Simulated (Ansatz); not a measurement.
## Hg (P6/mmm)

Method: DFT PBE+D3(BJ), scalar-relativistic, plane waves, PAW (Ansatz).

Cutoff 420 eV; k points 9×9×14 on the computed 3-atom cell (Γ-centred); Gaussian smearing, width 0.10 eV; no spin polarisation.

The structure is relaxed at this level of theory with its symmetry kept. This form isn't the element's structure at ambient conditions.

```
Hg
1.0
     5.32614    0.00000    0.00000
    -2.66307    4.61257    0.00000
     0.00000    0.00000    3.13891
Hg
3
Direct
  0.33333 0.66667 0.50000
  0.00000 0.00000 0.00000
  0.66667 0.33333 0.50000
```

| Item | Value |
| --- | --- |
| Space group | P6/mmm (No. 191) |
| Volume per atom | 25.70 Å³ |
| Kohn–Sham band gap | none (metal) |
| Density of states at the Fermi level | 0.51 states/eV per cell |
| Bulk modulus | 24.5 GPa |
| Its pressure derivative | 6.9 |
| Bader charges (e) | Hg (2 in the cell) 0.00, Hg (1 in the cell) 0.00 |

Spin-orbit coupling is left out, which matters for the bands of heavy elements.

Cost: 9 runs of about 5.5 core-minutes in all, on Arm Neoverse V1 (shared hosts).